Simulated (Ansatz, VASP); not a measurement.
**CO2: VASP beside Ansatz**

INCAR

```
SYSTEM = CO2
PREC = Accurate
ENCUT = 600
EDIFF = 1E-6
ISMEAR = 0
SIGMA = 0.02
LREAL = .False.
LASPH = .True.
NELM = 100
ALGO = Normal
ISIF = 3
LWAVE = .False.
LCHARG = .False.
IBRION = 2
NSW = 100
EDIFFG = -0.005
```

KPOINTS

```
regular mesh
0
Gamma
  8 8 8
  0 0 0
```

POSCAR

```
CO2
1.0
   -1.9288123550      1.9288123550      2.9570435408
    1.9288123550     -1.9288123550      2.9570435408
    1.9288123550      1.9288123550     -2.9570435408
C O
2 4
Direct
    0.0000000000      0.0000000000      0.0000000000
    0.7500000000      0.2500000000      0.5000000000
    0.3750000000      0.2949006038      0.4199006038
    0.7050993962      0.1250000000      0.0800993962
    0.8750000000      0.9550993962      0.5800993962
    0.0449006038      0.6250000000      0.9199006038
```

Input for Ansatz:

```yaml
crystal:
  lattice:
    - [-1.928812355, 1.928812355, 2.9570435408]
    - [1.928812355, -1.928812355, 2.9570435408]
    - [1.928812355, 1.928812355, -2.9570435408]
  atoms:
    - { symbol: C, position: [0.0, 0.0, 0.0] }
    - { symbol: C, position: [0.75, 0.25, 0.5] }
    - { symbol: O, position: [0.375, 0.2949006038, 0.4199006038] }
    - { symbol: O, position: [0.7050993962, 0.125, 0.0800993962] }
    - { symbol: O, position: [0.875, 0.9550993962, 0.5800993962] }
    - { symbol: O, position: [0.0449006038, 0.625, 0.9199006038] }
basis:
  ecutwfc: 420
kpoints:
  mp_grid: { grid: [8, 8, 8] }
hamiltonian:
  xc: lda
scf:
  occupations: { method: gaussian, width: 0.02 }
output:
  forces: true
  stress: true
  eigenvalues: true
relax:
  adjacent_minimum: "off"
  f_tol: 0.005
  max_steps: 80
  cell: { stress_tol: 0.05 }
```

Alike in both runs: task relaxation of cell and atoms; functional LDA; k mesh 8 × 8 × 8; occupations gaussian, width 0.02 eV; no spin polarisation.

```csv
,VASP,Ansatz
version,VASP 6.6.1,Ansatz 0.2.0
potentials or method,"VASP PAW LDA potentials, release 64 (C, O)","scalar-relativistic, plane waves, PAW"
plane-wave cutoff (eV),600,420
valence electrons in the cell,32,32
```

|  | VASP | Ansatz | Ansatz less VASP |
| --- | --- | --- | --- |
| gap on the k mesh at the Fermi level, each at its own relaxed structure (eV) | 7.49 | 7.60 | +0.111 |
| relaxed volume (Å³/atom) | 7.37 | 7.35 | -0.023 |
| relaxed cell length with the largest relative difference (Å) | 4.026 | 4.021 | -0.0048 |

A k mesh can miss the band edges.
